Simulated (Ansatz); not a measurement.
Recipe of this trial structure of HfN: random cell by space group and Wyckoff sites (Cmmm, No. 65). Its size is a rough estimate.

```cif
data_structure
_symmetry_space_group_name_H-M 'P 1'
_symmetry_Int_Tables_number 1
_cell_length_a 2.6355
_cell_length_b 2.6355
_cell_length_c 4.6727
_cell_angle_alpha 90.000
_cell_angle_beta 90.000
_cell_angle_gamma 94.499
_cell_volume 32.36
loop_
_atom_site_label
_atom_site_type_symbol
_atom_site_fract_x
_atom_site_fract_y
_atom_site_fract_z
_atom_site_occupancy
Hf1 Hf 0.50000 0.50000 0.00000 1
N1 N 0.00000 0.00000 0.00000 1
```

The calculation used DFT PBE, scalar-relativistic, plane waves, PAW in Ansatz. Cutoff 420 eV, Gaussian smearing, Γ-centred meshes. Cell and atoms relax first on a coarse mesh and then on a finer one. In between, the cell is made exact in the group found at 0.06 Å. In metals the finer mesh still leaves noise of several meV/atom or more. The steps can't lower the symmetry of their start. No spin polarisation.

A guess keeps its type if space group and coordination stay and the shape of the cell changes little (axis ratios within about 15 %, angles within 6°); the volume may change.

Question: Does this structure survive the relaxation?

Answer: It doesn't keep its type. The symmetry goes from Cmmm (No. 65) to P4/mmm (No. 123). The volume per atom shrinks by 0.6 %, from 16.2 to 16.1 Å³. The shortest distance goes from 1.79 Å (Hf–N) to 2.17 Å (Hf–N). Counting neighbours within 15 % of an atom's shortest distance, the start has Hf 4, N 4 and the end Hf 4, N 4. In detail, at the end around Hf lie 4 N at 2.17 Å and 4 Hf at 3.07 Å; around N lie 4 Hf at 2.17 Å.

```
Hf N
1.0
     3.06610    0.00000    0.00000
     0.00000    3.06610    0.00000
     0.00000    0.00000    3.42113
Hf N
1 1
Direct
  0.50000 0.50000 0.00000
  0.00000 0.00000 0.00000
```

The last run used an 18×18×16 mesh (in the run's order of axes) for its 2-atom cell and Gaussian smearing of 0.10 eV. These runs have no spin–orbit coupling, which can matter for Hf. A structure relaxed within its symmetry needn't be a true minimum. Another cell of HfN relaxed alike, in Fm-3m (a cell as deposited in COD), lies 0.65 eV/atom lower, so this cell isn't the stable form at this level.
